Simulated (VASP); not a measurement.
FeS2:

```
Fe S
1.0
     5.41780    0.00000    0.00000
     0.00000    5.41780    0.00000
     0.00000    0.00000    5.41780
Fe S
4 8
Cartesian
  0.0000 0.0000 0.0000
  2.7089 0.0000 2.7089
  2.7089 2.7089 0.0000
  0.0000 2.7089 2.7089
  2.0849 2.0849 2.0849
  0.6240 3.3329 4.7938
  4.7938 0.6240 3.3329
  3.3329 4.7938 0.6240
  3.3329 3.3329 3.3329
  4.7938 2.0849 0.6240
  0.6240 4.7938 2.0849
  2.0849 0.6240 4.7938
```

| Quantity | Value |
| --- | --- |
| Program | VASP 6.6.1 |
| Task | relaxation of cell and atoms |
| Functional | PBEsol |
| Potentials or basis | VASP PAW PBE potentials, release 64 (Fe, S) |
| Cutoff | 420 eV |
| k mesh | 6 × 6 × 6 |
| Occupations | gaussian, width 0.02 eV |
| Spin | no spin polarisation |

At the start: pressure -7.9 GPa; volume 13.25 Å³/atom.

Where does the relaxation end?

Over 8 steps the energy falls by 19.9 meV/atom and the volume is 12.60 Å³/atom (-4.9 %); space group Pa-3 (No. 205, to 0.05 Å).

Step by step:
```tsv
step	energy change (eV)	largest force (eV/Å)	pressure (GPa)	volume (Å³)
1	0.0000	0.3550	-7.86	159.03
2	-0.0434	0.2190	9.40	144.53
3	-0.2191	0.3012	0.38	151.09
4	-0.2191	0.2997	0.53	150.94
5	-0.2381	0.0398	0.27	151.04
6	-0.2385	0.0015	0.23	151.06
7	-0.2385	0.0012	-0.21	151.43
8	-0.2387	0.0002	-0.03	151.24
```

Final structure:
```
CELL_PARAMETERS angstrom
5.32785 0.00000 0.00000
0.00000 5.32785 0.00000
0.00000 0.00000 5.32785
ATOMIC_POSITIONS crystal
Fe 0.00000 0.00000 0.00000
Fe 0.50000 0.00000 0.50000
Fe 0.50000 0.50000 0.00000
Fe 0.00000 0.50000 0.50000
S 0.38208 0.38208 0.38208
S 0.11792 0.61792 0.88208
S 0.88208 0.11792 0.61792
S 0.61792 0.88208 0.11792
S 0.61792 0.61792 0.61792
S 0.88208 0.38208 0.11792
S 0.11792 0.88208 0.38208
S 0.38208 0.11792 0.88208
```

Caveat: the PAW data sets were made with another functional, which shifts forces and pressure a little.
